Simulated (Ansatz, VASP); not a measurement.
# One calculation of BaTe, two programs

File POSCAR:

```
BaTe
1.0
    0.0000000000      3.5323868488      3.5323868488
    3.5323868488      0.0000000000      3.5323868488
    3.5323868488      3.5323868488      0.0000000000
Ba Te
1 1
Direct
    0.0000000000      0.0000000000      0.0000000000
    0.5000000000      0.5000000000      0.5000000000
```

File INCAR.step1:

```
SYSTEM = BaTe
  PREC = Accurate
  ENCUT = 520
  ISMEAR = 0
  SIGMA = 0.01
  LREAL = .False.
  LASPH = .True.
  NELM = 60
  NBANDS = 15
  GGA = PE
  ALGO = Normal
  EDIFF = 1E-4
  LWAVE = .True.
  LCHARG = .False.
```

Contents of INCAR.step2:

```
SYSTEM = BaTe
  PREC = Accurate
  ENCUT = 520
  EDIFF = 1E-6
  ISMEAR = 0
  SIGMA = 0.01
  LREAL = .False.
  LASPH = .True.
  NELM = 60
  ALGO = Normal
  ISIF = 2
  LWAVE = .False.
  LCHARG = .False.
  METAGGA = R2SCAN
  LMIXTAU = .True.
  NBANDS = 15
  ISTART = 1
```

File KPOINTS:

```
Automatic mesh
0
Gamma
  6 6 6
  0 0 0
```

Input for Ansatz:

```yaml
crystal:
  lattice:
    - [0.0, 3.5323868488, 3.5323868488]
    - [3.5323868488, 0.0, 3.5323868488]
    - [3.5323868488, 3.5323868488, 0.0]
  atoms:
    - { symbol: Ba, position: [0.0, 0.0, 0.0] }
    - { symbol: Te, position: [0.5, 0.5, 0.5] }
kpoints:
  mp_grid: { grid: [6, 6, 6] }
  band_path:
    path:
      - [0.0, 0.0, 0.0]
      - [0.5, 0.0, 0.5]
      - [0.625, 0.25, 0.625]
      - [0.375, 0.375, 0.75]
      - [0.5, 0.5, 0.5]
      - [0.5, 0.25, 0.75]
      - [0.0, 0.5, 0.5]
    npoints: 1
hamiltonian:
  xc: r2scan
scf:
  occupations: { method: fixed }
  n_extra_bands: 4
output:
  forces: true
  stress: true
  eigenvalues: true
```

Alike in both runs: task single point; functional r2SCAN; k mesh 6 × 6 × 6; no spin polarisation.

|  | VASP | Ansatz |
| --- | --- | --- |
| version | VASP 6.6.1 | Ansatz 0.2.0 |
| potentials or method | VASP PAW PBE potentials, release 64 (Ba_sv, Te) | plane waves, PAW |
| plane-wave cutoff (eV) | 520 | 500 |
| occupations | gaussian, width 0.01 eV | fixed |
| valence electrons in the cell | 16 | 26 |

```csv
,VASP,Ansatz,Ansatz less VASP
gap on the k mesh at the Fermi level (eV),1.93,2.00,+0.072
pressure (GPa),0.3,0.0,-0.32
```

The two sets of potentials don't hold the same shells in valence.

Caveats: the PAW data sets were made with another functional, which shifts forces and pressure a little (VASP); spin-orbit coupling is left out, which moves the levels of the heavy elements. r2SCAN opens gaps a little over a GGA but as a rule still falls short of measured ones. A k mesh can miss the band edges.
